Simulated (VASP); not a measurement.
# Au in VASP: settings compared, part 3 of 3

VASP 6.6.1. The steps go on from the part before.

### Step 5. Work function, PW91

File INCAR:

```
SYSTEM = Au
PREC = Accurate ; ENCUT = 520
EDIFF = 1E-6 ; ISMEAR = -1
SIGMA = 0.05 ; LREAL = .FALSE.
LASPH = .TRUE. ; NELM = 60
ALGO = Normal ; ISIF = 2
LWAVE = .FALSE. ; LCHARG = .TRUE.
LDIPOL = .TRUE. ; IDIPOL = 3
DIPOL = 0.5 0.5 0.294 ; GGA = 91
LELF = .TRUE. ; LVHAR = .TRUE.
LVACPOTAV = .TRUE.
```

File KPOINTS:

```
regular mesh
0
G
  10 10 1
  0 0 0
```

File POSCAR:

```
Au
1.0
    2.6622700000      0.0000000000      0.0000000000
    0.0000000000      2.6617000000      0.0000000000
    0.0000000000      0.0000000000     23.8000000000
Au
1
Direct
    0.0000000000      0.5000000000      0.2941200000
```

Potentials or basis: VASP PAW PBE potentials, release 64 (Au).

Started as:

```sh
> cat potpaw_PBE.64/Au/POTCAR > POTCAR
> mpirun -np 1 vasp_std > vasp.out
```

OUTCAR:

```text
SYSTEM = Au
   PREC = Accurate
   ENCUT = 520
   EDIFF = 1E-6
   ISMEAR = -1
   LREAL = .FALSE.
   LASPH = .TRUE.
   NELM = 60
   ISIF = 2
   GGA = 91

 ion  position               nearest neighbor table
   1  0.000  0.500  0.294-

  LATTYP: Found a simple orthorhombic cell.
 ALAT       =     2.6617000000
 B/A-ratio  =     1.0002141489
 C/A-ratio  =     8.9416538303

  Lattice vectors:

 A1 = (   0.0000000000,  -2.6617000000,   0.0000000000)
 A2 = (   2.6622700000,   0.0000000000,   0.0000000000)
 A3 = (   0.0000000000,   0.0000000000,  23.8000000000)

Analysis of symmetry for initial positions (statically):
=====================================================================
 Subroutine PRICEL returns:
 Original cell was already a primitive cell.

 Routine SETGRP: Setting up the symmetry group for a
 simple orthorhombic supercell.

 Subroutine GETGRP returns: Found  8 space group operations
 (whereof  4 operations were pure point group operations)
 out of a pool of  8 trial point group operations.

The static configuration has the point symmetry C_2v.
 The point group associated with its full space group is D_2h.

Analysis of symmetry for dynamics (positions and initial velocities):
[... 163 lines left out ...]
 val. band max:       -4.4112137685   @ k =   0.4000   0.5000   0.0000
 cond. band min:      -4.0699763001   @ k =   0.4000   0.1000   0.0000
 fundamental gap:      0.3412374684
 Fermi energy:        -4.3645940181

 k-point     1 :       0.0000    0.0000    0.0000
  band No.  band energies     occupation
      1     -10.7790      2.00000
      2      -9.8122      2.00000
      3      -6.9860      2.00000
      4      -5.6632      2.00000
      5      -5.6617      2.00000
      6      -5.0370      2.00000
      7      -2.5007      0.00000
      8       1.0808      0.00000
      9       1.6294      0.00000
[... 265 lines left out ...]
 k-point    24 :       0.5000    0.3000    0.0000
  band No.  band energies     occupation
      1      -8.8812      2.00000
      2      -7.8235      2.00000
      3      -6.9748      2.00000
      4      -6.4164      2.00000
      5      -5.6414      2.00000
      6       0.3212      0.00000
      7       0.6087      0.00000
      8       5.1483      0.00000
      9       6.8218      0.00000

 [... further k-points ...]
[... 5 lines left out ...]
  --------------------------------------------------------------------------------------
  -------------------------------------------------------------------------------------
  Total        0.0971140      0.1056788     -0.0132763      0.0000000      0.0000000      0.0000000
  in kB        0.9225802      1.0039455     -0.1261248      0.0000000      0.0000000      0.0000000
  external PRESSURE =       0.6001337 kB  Pullay stress =       0.0000000 kB

 VOLUME and BASIS-vectors are now :
 -----------------------------------------------------------------------------
  energy-cutoff  :      520.00
  volume of cell :      168.65
      direct lattice vectors                 reciprocal lattice vectors
     2.662270000  0.000000000  0.000000000     0.375619302  0.000000000  0.000000000
     0.000000000  2.661700000  0.000000000     0.000000000  0.375699741  0.000000000
     0.000000000  0.000000000 23.800000000     0.000000000  0.000000000  0.042016807

 POSITION                                       TOTAL-FORCE (eV/Angst)
 -----------------------------------------------------------------------------------
      0.00000      1.33085      7.00006         0.000000      0.000000      0.000000
 -----------------------------------------------------------------------------------
    total drift:                               -0.000000      0.000000     -0.000151

  FREE ENERGIE OF THE ION-ELECTRON SYSTEM (eV)
  ---------------------------------------------------
  free  energy   TOTEN  =        -2.6666751316 eV

  energy  without entropy=       -2.6613489338  energy(sigma->0) =       -2.66401203

 vacuum level on the upper side and lower side of the slab         1.443         1.443
```

OSZICAR:

```text
N       E                     dE             d eps       ncg     rms          rms(c)
DAV:   1     0.726464906091E+02    0.72646E+02   -0.34167E+03   648   0.810E+02
DAV:   2    -0.620025844697E+00   -0.73267E+02   -0.65400E+02  1118   0.131E+02
DAV:   3    -0.292900227127E+01   -0.23090E+01   -0.21447E+01   801   0.366E+01
DAV:   4    -0.294954409400E+01   -0.20542E-01   -0.20538E-01   749   0.315E+00
DAV:   5    -0.294985646132E+01   -0.31237E-03   -0.31230E-03   804   0.437E-01    0.554E+00
DAV:   6    -0.267615970753E+01    0.27370E+00   -0.12590E+00   752   0.972E+00    0.373E+00
DAV:   7    -0.266837459041E+01    0.77851E-02   -0.21157E-02   708   0.115E+00    0.212E+00
DAV:   8    -0.266658513149E+01    0.17895E-02   -0.27836E-03   666   0.548E-01    0.130E-01
DAV:   9    -0.266657637324E+01    0.87582E-05   -0.15346E-04   721   0.131E-01    0.428E-02
DAV:  10    -0.266662807653E+01   -0.51703E-04   -0.36601E-05   693   0.460E-02    0.339E-03
DAV:  11    -0.266664294732E+01   -0.14871E-04   -0.26984E-06   743   0.102E-02    0.213E-03
DAV:  12    -0.266666011333E+01   -0.17166E-04   -0.48211E-06   696   0.112E-02    0.133E-03
DAV:  13    -0.266666584162E+01   -0.57283E-05   -0.82672E-07   745   0.450E-03    0.769E-04
DAV:  14    -0.266667433313E+01   -0.84915E-05   -0.63463E-06   666   0.103E-02    0.255E-04
DAV:  15    -0.266667513165E+01   -0.79852E-06   -0.28798E-08   656   0.894E-04
   1 F= -.26666751E+01 E0= -.26640120E+01  d E =-.532620E-02
```

stdout:

```text
POSCAR found type information on POSCAR Au
 POSCAR found :  1 types and       1 ions
 scaLAPACK will be used
 -----------------------------------------------------------------------------
|                                                                             |
[... 24 lines left out ...]
|     field-free region was found. Please increase the size of  your cell     |
|     in the dimension of the dipole correction to obtain accurate            |
|     workfunction values.                                                    |
|                                                                             |
 -----------------------------------------------------------------------------
```

It took 28 s on 1 thread of Intel Xeon 6975P-C (Granite Rapids), shared host; peak memory 0.27 GiB.

What came out:

| Item | Value |
| --- | --- |
| Free energy | -2.6667 eV |
| Band gap on the k mesh | none (metal or under the smearing width) |
| Work function of the upper face | 5.81 eV |
| Work function of the lower face | 5.81 eV |

Levels at points of the mesh, in eV from the Fermi level:
```tsv
k point	band 2	band 3	band 4	band 5	band 6	band 7	band 8	band 9
(0.00, 0.00, 0.00)	-5.45	-2.62	-1.30	-1.30	-0.67	1.86	5.45	5.99
(0.50, 0.00, 0.00)	-3.84	-2.31	-1.81	-1.06	1.78	3.96	6.80	9.75
(0.00, 0.50, 0.00)	-3.84	-2.31	-1.81	-1.06	1.79	3.97	6.81	9.75
(0.50, 0.50, 0.00)	-3.24	-3.24	-1.42	0.63	6.70	6.70	9.41	12.02
```

Caveat: the PAW data sets were made with another functional, which shifts forces and pressure a little. Spin-orbit coupling is left out, which matters for the levels of Au.

### Step 6. Work function, PBE

File INCAR:

```
SYSTEM = Au
PREC = Accurate ; ENCUT = 520
EDIFF = 1E-7 ; ISMEAR = 0
SIGMA = 0.05 ; LREAL = .FALSE.
LASPH = .TRUE. ; NELM = 80
ALGO = Normal ; ISIF = 2
LWAVE = .FALSE. ; LCHARG = .TRUE.
LDIPOL = .TRUE. ; IDIPOL = 3
DIPOL = 0.5 0.5 0.294 ; GGA = PE
LELF = .TRUE. ; LVHAR = .TRUE.
LVACPOTAV = .TRUE.
```

KPOINTS is that of step 5.

POSCAR is that of step 5.

Potentials or basis: VASP PAW PBE potentials, release 64 (Au).

Started as:

```sh
> cat potpaw_PBE.64/Au/POTCAR > POTCAR
> mpirun -np 1 vasp_std > vasp.out
```

OUTCAR:

```text
SYSTEM = Au
   PREC = Accurate
   ENCUT = 520
   EDIFF = 1E-7
   ISMEAR = 0
   LREAL = .FALSE.
   LASPH = .TRUE.
   NELM = 80
   ISIF = 2
   GGA = PE

 ion  position               nearest neighbor table
   1  0.000  0.500  0.294-

  LATTYP: Found a simple orthorhombic cell.
 ALAT       =     2.6617000000
 B/A-ratio  =     1.0002141489
 C/A-ratio  =     8.9416538303

  Lattice vectors:

 A1 = (   0.0000000000,  -2.6617000000,   0.0000000000)
 A2 = (   2.6622700000,   0.0000000000,   0.0000000000)
 A3 = (   0.0000000000,   0.0000000000,  23.8000000000)

Analysis of symmetry for initial positions (statically):
=====================================================================
 Subroutine PRICEL returns:
 Original cell was already a primitive cell.

 Routine SETGRP: Setting up the symmetry group for a
 simple orthorhombic supercell.

 Subroutine GETGRP returns: Found  8 space group operations
 (whereof  4 operations were pure point group operations)
 out of a pool of  8 trial point group operations.

The static configuration has the point symmetry C_2v.
 The point group associated with its full space group is D_2h.

[... 169 lines left out ...]

 k-point     1 :       0.0000    0.0000    0.0000
  band No.  band energies     occupation
      1     -10.7317      2.00000
      2      -9.7540      2.00000
      3      -6.9336      2.00000
      4      -5.6248      2.00000
      5      -5.6233      2.00000
      6      -5.0059      2.00000
      7      -2.4285      0.00000
      8       1.1830      0.00000
      9       1.6058      0.00000
[... 265 lines left out ...]
 k-point    24 :       0.5000    0.3000    0.0000
  band No.  band energies     occupation
      1      -8.8259      2.00000
      2      -7.7697      2.00000
      3      -6.9266      2.00000
      4      -6.3736      2.00000
      5      -5.6020      2.00000
      6       0.3442      0.00000
      7       0.6483      0.00000
      8       5.2220      0.00000
      9       6.9316      0.00000

 [... further k-points ...]

------------------------ aborting loop because EDIFF is reached ----------------------------------------

  FORCE on cell =-STRESS in cart. coord.  units (eV):
  Direction    XX          YY          ZZ          XY          YZ          ZX
  --------------------------------------------------------------------------------------
  -------------------------------------------------------------------------------------
  Total       -0.0182857     -0.0102118     -0.0135287      0.0000000      0.0000000      0.0000000
  in kB       -0.1737138     -0.0970117     -0.1285219      0.0000000      0.0000000      0.0000000
  external PRESSURE =      -0.1330825 kB  Pullay stress =       0.0000000 kB

 VOLUME and BASIS-vectors are now :
 -----------------------------------------------------------------------------
  energy-cutoff  :      520.00
  volume of cell :      168.65
      direct lattice vectors                 reciprocal lattice vectors
     2.662270000  0.000000000  0.000000000     0.375619302  0.000000000  0.000000000
     0.000000000  2.661700000  0.000000000     0.000000000  0.375699741  0.000000000
     0.000000000  0.000000000 23.800000000     0.000000000  0.000000000  0.042016807

 POSITION                                       TOTAL-FORCE (eV/Angst)
 -----------------------------------------------------------------------------------
      0.00000      1.33085      7.00006         0.000000      0.000000      0.000000
 -----------------------------------------------------------------------------------
    total drift:                               -0.000000     -0.000000     -0.000002

  FREE ENERGIE OF THE ION-ELECTRON SYSTEM (eV)
  ---------------------------------------------------
  free  energy   TOTEN  =        -2.6322087082 eV

  energy  without entropy=       -2.6305041312  energy(sigma->0) =       -2.63135642

 vacuum level on the upper side and lower side of the slab         1.437         1.437
```

OSZICAR:

```text
N       E                     dE             d eps       ncg     rms          rms(c)
DAV:   1     0.729441508954E+02    0.72944E+02   -0.34180E+03   648   0.810E+02
DAV:   2    -0.675891947314E+00   -0.73620E+02   -0.66001E+02  1123   0.131E+02
DAV:   3    -0.283496787464E+01   -0.21591E+01   -0.20745E+01   768   0.363E+01
DAV:   4    -0.285536456346E+01   -0.20397E-01   -0.20395E-01   743   0.314E+00
DAV:   5    -0.285565899807E+01   -0.29443E-03   -0.29435E-03   815   0.436E-01    0.540E+00
DAV:   6    -0.264197991662E+01    0.21368E+00   -0.95757E-01   795   0.849E+00    0.384E+00
DAV:   7    -0.263376450704E+01    0.82154E-02   -0.21991E-02   684   0.118E+00    0.208E+00
DAV:   8    -0.263217180230E+01    0.15927E-02   -0.23642E-03   732   0.502E-01    0.987E-02
DAV:   9    -0.263215818438E+01    0.13618E-04   -0.12337E-04   795   0.101E-01    0.349E-02
DAV:  10    -0.263217374694E+01   -0.15563E-04   -0.25596E-05   707   0.482E-02    0.131E-02
DAV:  11    -0.263218412823E+01   -0.10381E-04   -0.28134E-06   750   0.134E-02    0.271E-03
DAV:  12    -0.263219499356E+01   -0.10865E-04   -0.10717E-06   698   0.729E-03    0.146E-03
DAV:  13    -0.263219858945E+01   -0.35959E-05   -0.16011E-07   761   0.253E-03    0.435E-04
DAV:  14    -0.263220719595E+01   -0.86065E-05   -0.14226E-06   692   0.400E-03    0.342E-04
DAV:  15    -0.263220784046E+01   -0.64451E-06   -0.12865E-08   755   0.563E-04    0.156E-04
DAV:  16    -0.263220845181E+01   -0.61135E-06   -0.10502E-08   671   0.503E-04    0.516E-05
DAV:  17    -0.263220865505E+01   -0.20323E-06   -0.26196E-09   679   0.190E-04    0.269E-05
DAV:  18    -0.263220870815E+01   -0.53108E-07   -0.85121E-10   734   0.923E-05
   1 F= -.26322087E+01 E0= -.26313564E+01  d E =-.170458E-02
```

stdout:

```text
POSCAR found type information on POSCAR Au
 POSCAR found :  1 types and       1 ions
 scaLAPACK will be used
 LDA part: xc-table for (Slater+PW92), standard interpolation
 POSCAR, INCAR and KPOINTS ok, starting setup
 FFT: planning ... GRIDC
 FFT: planning ... GRID_SOFT
 FFT: planning ... GRID
 WAVECAR not read
 entering main loop
 -----------------------------------------------------------------------------
|                                                                             |
|           W    W    AA    RRRRR   N    N  II  N    N   GGGG   !!!           |
|           W    W   A  A   R    R  NN   N  II  NN   N  G    G  !!!           |
|           W    W  A    A  R    R  N N  N  II  N N  N  G       !!!           |
|           W WW W  AAAAAA  RRRRR   N  N N  II  N  N N  G  GGG   !            |
|           WW  WW  A    A  R   R   N   NN  II  N   NN  G    G                |
|           W    W  A    A  R    R  N    N  II  N    N   GGGG   !!!           |
|                                                                             |
|     Did not find any points to average over, which means that no vacuum     |
|     field-free region was found. Please increase the size of  your cell     |
|     in the dimension of the dipole correction to obtain accurate            |
|     workfunction values.                                                    |
|                                                                             |
 -----------------------------------------------------------------------------
```

Wall time 49 s (1 thread of AMD EPYC 7R43 (Zen 3), shared host); peak memory 0.23 GiB.

Results:

| Quantity | Value |
| --- | --- |
| Free energy | -2.6322 eV |
| Band gap on the k mesh | none (metal or under the smearing width) |
| Work function of the upper face | 5.81 eV |
| Work function of the lower face | 5.81 eV |

Levels at points of the mesh, in eV from the Fermi level:
```tsv
k point	band 2	band 3	band 4	band 5	band 6	band 7	band 8	band 9
(0.00, 0.00, 0.00)	-5.38	-2.56	-1.25	-1.25	-0.63	1.94	5.56	5.98
(0.50, 0.00, 0.00)	-3.78	-2.26	-1.75	-1.02	1.84	3.99	6.88	9.89
(0.00, 0.50, 0.00)	-3.78	-2.26	-1.75	-1.02	1.84	4.00	6.89	9.89
(0.50, 0.50, 0.00)	-3.18	-3.18	-1.37	0.66	6.75	6.75	9.43	12.10
```

### Step 7. Summary

| level | smearing | further INCAR settings | gap on the mesh (eV) | work function (eV) |
| --- | --- | --- | --- | --- |
| RPBE | fermi-dirac 0.05 eV | ALGO = Normal; EDIFF = 1e-06 | none | 5.57 |
| revPBE | fermi-dirac 0.05 eV | ALGO = Normal; EDIFF = 1e-06 | none | 5.60 |
| BLYP | fermi-dirac 0.05 eV | ALGO = Normal; EDIFF = 1e-06 | none | 5.47 |
| PW91 | fermi-dirac 0.05 eV | ALGO = Normal; EDIFF = 1e-06 | none | 5.81 |
| PBE | gaussian 0.05 eV | ALGO = Normal; EDIFF = 1e-07 | none | 5.81 |

Alike in all rows: task work function; potentials or basis VASP PAW PBE potentials, release 64 (Au); no spin polarisation; cell as given; k mesh 10 × 10 × 1; cutoff (eV) 520.

Every run on the cell as given and a fine mesh finds a metal.

Caveats: the PAW data sets were made with another functional, which shifts forces and pressure a little (some runs).

Total energies depend on the potentials used, so only differences within one code and one set of settings carry meaning.
